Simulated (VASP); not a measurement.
# CO2 (I-42d) in VASP: further runs

Aim: see how the results for CO2 move with the level of theory and the settings. Levels: PBEsol, LDA. Tasks: phonons, dielectric tensor.

Everything below comes from runs of VASP 6.6.1. Logs are shortened: lines on timing, memory, paths and dates and some standing lists are left out, and cuts for length are marked.

**1. The structure**

Symmetry: I-42d, No. 122, tetragonal system. Conventional cell: a = 3.921 Å, b = 3.921 Å, c = 5.942 Å, α = 90.00°, β = 90.00°, γ = 90.00°. C (site symmetry -4) has 4 O at 1.40 Å as nearest neighbours. O (site symmetry 2) has 2 C at 1.40 Å as nearest neighbours.

**2. Phonons, PBEsol, target pressure -1.5 GPa, at which the enthalpy is minimised**

The input, POSCAR:

```
CO2
1.0
   -1.9604904386      1.9604904386      2.9709707791
    1.9604904386     -1.9604904386      2.9709707791
    1.9604904386      1.9604904386     -2.9709707791
  C               O
     2     4
Direct
     0.0000000000000000    1.0000000000000000    1.0000000000000000
     0.7500000000000000    0.2500000000000000    0.5000000000000000
     0.3750000000000000    0.2929175044303648    0.4179175044303648
     0.7070824955696353    0.1250000000000000    0.0820824955696352
     0.8750000000000000    0.9570824955696353    0.5820824955696353
     0.0429175044303648    0.6250000000000000    0.9179175044303647
```

The input, INCAR.step1:

```
  PREC = Accurate
  ENCUT = 600
  EDIFF = 1E-8
  ISMEAR = 0
  SIGMA = 0.03
  LREAL = False
  LASPH = True
  NELM = 80
  ALGO = Fast
  ISIF = 3
  LWAVE = False
  LCHARG = False
  GGA = PS
  PSTRESS = -15.0
  KPAR = 2
  IBRION = 2
  NSW = 40
  EDIFFG = -0.002
```

The input, INCAR.step2:

```
  PREC = Accurate
  ENCUT = 600
  EDIFF = 1E-8
  ISMEAR = 0
  SIGMA = 0.03
  LREAL = False
  LASPH = True
  NELM = 80
  ALGO = Fast
  ISIF = 2
  LWAVE = False
  LCHARG = False
  GGA = PS
  PSTRESS = -15.0
  KPAR = 2
  IBRION = 6
  NFREE = 2
  POTIM = 0.015
  NSW = 1
```

The input, KPOINTS:

```
Automatic mesh
0
Gamma
  12 12 12
```

Potentials or basis: VASP PAW PBE potentials, release 64 (C, O).

Run with:

```console
$ cat potpaw_PBE.64/C/POTCAR potpaw_PBE.64/O/POTCAR > POTCAR
$ cp INCAR.step1 INCAR
$ mpirun -np 2 vasp_std > vasp.out
$ cp CONTCAR POSCAR
$ cp INCAR.step2 INCAR
$ mpirun -np 2 vasp_std > vasp.out
```

OUTCAR:

```text
PREC = Accurate
   ENCUT = 600
   EDIFF = 1E-8
   ISMEAR = 0
   LREAL = False
   LASPH = True
   NELM = 80
   ISIF = 2
   GGA = PS
   PSTRESS = -15.0
   IBRION = 6
   NFREE = 2
   POTIM = 0.015
   NSW = 1

 ion  position               nearest neighbor table
   1  0.000  0.000  0.000-   3 1.40   4 1.40   6 1.40   5 1.40
   2  0.750  0.250  0.500-   3 1.40   5 1.40   6 1.40   4 1.40
   3  0.375  0.291  0.416-   1 1.40   2 1.40
   4  0.709  0.125  0.084-   1 1.40   2 1.40
   5  0.875  0.959  0.584-   2 1.40   1 1.40
   6  0.041  0.625  0.916-   1 1.40   2 1.40

  LATTYP: Found a body centered tetragonal cell.
 ALAT       =     3.9396815641
 C/A-ratio  =     1.5102277469

  Lattice vectors:

 A1 = (  -1.9698407820,   1.9698407820,   2.9749082060)
 A2 = (   1.9698407820,  -1.9698407820,   2.9749082060)
 A3 = (   1.9698407820,   1.9698407820,  -2.9749082060)

Analysis of symmetry for initial positions (statically):
=====================================================================
 Subroutine PRICEL returns:
 Original cell was already a primitive cell.

 Routine SETGRP: Setting up the symmetry group for a
 body centered tetragonal supercell.

 Subroutine GETGRP returns: Found  8 space group operations
 (whereof  4 operations were pure point group operations)
 out of a pool of 16 trial point group operations.

The static configuration has the point symmetry S_4 .
 The point group associated with its full space group is D_2d.

Analysis of symmetry for dynamics (positions and initial velocities):
=====================================================================
 Subroutine PRICEL returns:
 Original cell was already a primitive cell.

 Routine SETGRP: Setting up the symmetry group for a
 body centered tetragonal supercell.

 Subroutine GETGRP returns: Found  8 space group operations
 (whereof  4 operations were pure point group operations)
 out of a pool of 16 trial point group operations.

The dynamic configuration has the point symmetry S_4 .
 The point group associated with its full space group is D_2d.

 Subroutine INISYM returns: Found  8 space group operations
 (whereof  4 operations are pure point group operations),
 and found     1 'primitive' translations

----------------------------------------------------------------------------------------

                                     Primitive cell

  volume of cell :      46.1738

  direct lattice vectors                    reciprocal lattice vectors
    -1.969840782  1.969840782  2.974908206     0.000000000  0.253827621  0.168072413
     1.969840782 -1.969840782  2.974908206     0.253827621  0.000000000  0.168072413
     1.969840782  1.969840782 -2.974908206     0.253827621  0.253827621  0.000000000

  length of vectors
     4.075613358  4.075613358  4.075613358     0.304428641  0.304428641  0.358966465

  position of ions in fractional coordinates (direct lattice)
     0.000000000  0.000000000  0.000000000
     0.750000000  0.250000000  0.500000000
     0.375000000  0.291046094  0.416046094
     0.708953906  0.125000000  0.083953906
     0.875000000  0.958953906  0.583953906
     0.041046094  0.625000000  0.916046094

  ion indices of the primitive-cell ions
   primitive index   ion index
                 1           1
                 2           2
                 3           3
                 4           4
                 5           5
                 6           6

----------------------------------------------------------------------------------------

 KPOINTS: Automatic mesh

Automatic generation of k-mesh.
[... 80 lines left out ...]
   EFERMI =   0.00;   METHOD = LEGACY
   ISMEAR =     0;   SIGMA  =   0.03  broadening in eV -4-tet -1-fermi 0-gaus
   EFERMI_NEDOS =   21; number of points for ismear=-14 and -15
   IALGO  =     68    algorithm
   IMIX   =      4    mixing-type and parameters
     AMIX     =   0.40;   BMIX     =  1.00
     AMIX_MAG =   1.60;   BMIX_MAG =  1.00
  volume/ion in A,a.u.               =       7.70        51.93
  Fermi-wavevector in a.u.,A,eV,Ry     =   1.448748  2.737737 28.556875  2.098871
  Thomas-Fermi vector in A             =   2.566554
   LORBIT       =      0    0 simple, 1 ext, 2 COOP (PROOUT), +10 PAW based schemes
   GGA     = PS    functional components
   LHFCALC =     F    Hartree Fock is set to
   AEXX    =    0.0000 exact exchange contribution
   IVDW    =     0    specifies the selected vdW correction
   LEPSILON=     F    determine dielectric tensor
   LRPA    =     F    only Hartree local field effects (RPA)
 finite differences with symmetry
 non-spin polarized calculation
 RMM-DIIS sequential band-by-band and
 Gauss-broadening in eV      SIGMA  =   0.03
  energy-cutoff  :      600.00
  volume of cell :       46.17
 maximum number of plane-waves:      1558
 NGX is ok and might be reduce to    36
   NGX = 17   NGY = 17   NGZ = 17

--------------------------------------- Ionic step        1  -------------------------------------------

 number of electron      31.9999992 magnetization

 Free energy of the ion-electron system (eV)
  ---------------------------------------------------
  ext. energy  EPLUGINS =         0.00000000
  ---------------------------------------------------
  free energy    TOTEN  =       -46.13008613 eV

  energy without entropy =      -46.13008613  energy(sigma->0) =      -46.13008613

------------------------ aborting loop because EDIFF is reached ----------------------------------------

  FORCE on cell =-STRESS in cart. coord.  units (eV):
  Direction    XX          YY          ZZ          XY          YZ          ZX
  --------------------------------------------------------------------------------------
  -------------------------------------------------------------------------------------
  Total       -0.4398591     -0.4398591     -0.4340574      0.0000000      0.0000000      0.0000000
  in kB      -15.2625935    -15.2625935    -15.0612824      0.0000000      0.0000000      0.0000000
  external PRESSURE =      -0.1954898 kB  Pullay stress =     -15.0000000 kB
[... 109 lines left out ...]
  energy  without entropy=      -46.1262053640  energy(sigma->0) =      -46.12620536

  enthalpy is  TOTEN    =       -46.5584966553 eV   P V=       -0.4322912914

[... ionic steps 4 to 8 ...]

--------------------------------------- Ionic step        9  -------------------------------------------

 number of electron      31.9999993 magnetization

------------------------ aborting loop because EDIFF is reached ----------------------------------------
[... 79 lines left out ...]
--------------------------------------- Ionic step       11  -------------------------------------------

 number of electron      31.9999993 magnetization

 Free energy of the ion-electron system (eV)
  ---------------------------------------------------
  ext. energy  EPLUGINS =         0.00000000
  ---------------------------------------------------
  free energy    TOTEN  =       -46.12751807 eV

  energy without entropy =      -46.12751807  energy(sigma->0) =      -46.12751807

 E-fermi :   2.4463     XC(G=0): -11.4377

 val. band max:        2.2760082597   @ k =  -0.0000  -0.5000   0.0000
 cond. band min:       9.8136763315   @ k =   0.0000   0.0000   0.0000
 fundamental gap:      7.5376680718
 Fermi energy:         2.4463256957

 k-point     1 :       0.0000    0.0000    0.0000
  band No.  band energies     occupation
      1     -21.8539      2.00000
      2     -16.6834      2.00000
      3     -16.6750      2.00000
      4     -15.9710      2.00000
      5     -12.3762      2.00000
      6      -7.5369      2.00000
[... 541 lines left out ...]
     19      12.0842      0.00000
     20      12.5653      0.00000

 [... further k-points ...]
[... 5 lines left out ...]
  --------------------------------------------------------------------------------------
  -------------------------------------------------------------------------------------
  Total       -0.4346621     -0.4305152     -0.4327435      0.0617506      0.0063799      0.2043854
  in kB      -15.0822642    -14.9383711    -15.0156925      2.1426746      0.2213747      7.0919347
  external PRESSURE =      -0.0121093 kB  Pullay stress =     -15.0000000 kB
[... 25 lines left out ...]
  energy  without entropy=      -46.1275180658  energy(sigma->0) =      -46.12751807

  enthalpy is  TOTEN    =       -46.5598093572 eV   P V=       -0.4322912914

 INTERNAL STRAIN TENSORS FROM DISPLACED ATOMS
 ============================================

 INTERNAL STRAIN TENSOR FOR ION    1 for displacements in x,y,z  (eV/Angst):
          X           Y           Z          XY          YZ          ZX
  --------------------------------------------------------------------------------
  x     0.00000     0.00000     0.00000     0.00000     5.46483   -13.17666
  y     0.00000     0.00000     0.00000     0.00000    13.17666     5.46483
  z   -13.83971    13.83971     0.00000     8.23059     0.00000     0.00000

 INTERNAL STRAIN TENSOR FOR ION    6 for displacements in x,y,z  (eV/Angst):
          X           Y           Z          XY          YZ          ZX
  --------------------------------------------------------------------------------
  x     0.00000     0.00000    -0.00000   -16.10306    -3.90897     0.00000
  y    -9.00995   -24.94699    -8.98425     0.00000     0.00000    -1.55806
  z    -0.00000    -0.00000     0.00000    -4.11728   -13.62494     0.00000

 Eigenvectors and eigenvalues of the dynamical matrix
 ----------------------------------------------------

   1 f  =   32.543587 THz   204.477387 2PiTHz 1085.537211 cm-1   134.589400 meV
             X         Y         Z           dx          dy          dz
      0.000000  0.000000  0.000000    -0.000000    0.000000   -0.706309
      0.000000  1.969841  1.487454     0.000000    0.000000    0.706309
      0.654169  0.984920  0.743727     0.023739   -0.000000    0.000000
     -0.984920  1.315672  2.231181     0.000000    0.023739   -0.000000
      1.315672  0.984920  3.718635    -0.023739   -0.000000   -0.000000
      2.954761  0.654169 -0.743727    -0.000000   -0.023739   -0.000000
[... 145 lines left out ...]
  18 f/i=    0.003192 THz     0.020057 2PiTHz    0.106482 cm-1     0.013202 meV
             X         Y         Z           dx          dy          dz
      0.000000  0.000000  0.000000     0.062799    0.363948   -0.000000
      0.000000  1.969841  1.487454     0.062813    0.363946   -0.000000
      0.654169  0.984920  0.743727     0.072506    0.420185   -0.000069
     -0.984920  1.315672  2.231181     0.072511    0.420151    0.000012
      1.315672  0.984920  3.718635     0.072506    0.420185    0.000069
      2.954761  0.654169 -0.743727     0.072511    0.420151   -0.000012

 ELASTIC MODULI CONTR FROM IONIC RELAXATION (kBar)
 Direction    XX          YY          ZZ          XY          YZ          ZX
 --------------------------------------------------------------------------------
 XX       -2235.9140  -1191.1132   -906.7149     -0.0000      0.0000      0.0000
 YY       -1191.1132  -2235.9140   -906.7149     -0.0000      0.0000      0.0000
 ZZ        -906.7149   -906.7149   -479.7931     -0.0000      0.0000      0.0000
 XY          -0.0000      0.0000     -0.0000   -988.0908     -0.0000     -0.0000
 YZ           0.0000      0.0000      0.0000     -0.0000  -1197.4244     -0.0000
 ZX           0.0000      0.0000      0.0000     -0.0000      0.0000  -1197.4240
 --------------------------------------------------------------------------------
```

It took 56 min on 2 MPI ranks of Intel Xeon Platinum 8488C (Sapphire Rapids), shared host; peak memory 1.3 GiB.

Results:

* Relaxed volume: 7.70 Å³/atom
* Relaxed cell: a = 4.076 Å, b = 4.076 Å, c = 4.076 Å, α = 122.19°, β = 122.19°, γ = 86.24°
* Space group after relaxing (to 0.05 Å): I-42d (No. 122)
* Highest phonon frequency at Γ, LO-TO splitting left out: 1086 cm⁻¹

The path:
| step | energy change (eV) | largest force (eV/Å) | pressure (GPa) | volume (Å³) |
| --- | --- | --- | --- | --- |
| 1 | 0.0000 | 0.0009 | 0.01 | 45.68 |
| 2 | 0.0041 | 0.1478 | -2.77 | 46.15 |
| 3 | 0.0012 | 0.0814 | -1.51 | 45.93 |
| 4 | 0.0016 | 0.0333 | -1.51 | 46.06 |
| 5 | 0.0021 | 0.0034 | -1.51 | 46.14 |
| 6 | 0.0021 | 0.0009 | -1.47 | 46.14 |
| 7 | 0.0021 | 0.0043 | -1.40 | 46.16 |
| 8 | 0.0022 | 0.0054 | -1.39 | 46.16 |
| 9 | 0.0027 | 0.0201 | -1.76 | 46.21 |
| 10 | 0.0023 | 0.0018 | -1.49 | 46.17 |

Final structure:
```xyz
6
Lattice="-1.9698 1.9698 2.9749 1.9698 -1.9698 2.9749 1.9698 1.9698 -2.9749" Properties=species:S:1:pos:R:3 pbc="T T T"
C     0.0000    0.0000    0.0000
C     0.0000    1.9698    1.4875
O     0.6542    0.9849    0.7437
O    -0.9849    1.3157    2.2312
O     1.3157    0.9849    3.7186
O     2.9548    0.6542   -0.7437
```

Phonon frequencies in cm⁻¹ (negative: imaginary):
```csv
q point,frequencies
"(0.000, 0.000, 0.000)",0 0 0 339 339 526 630 676 774 840 840 881 881 899 1049 1049 1072 1086
```

Caveat: the PAW data sets were made with another functional, which shifts forces and pressure a little.

(Part 1 of 2 ends here.)
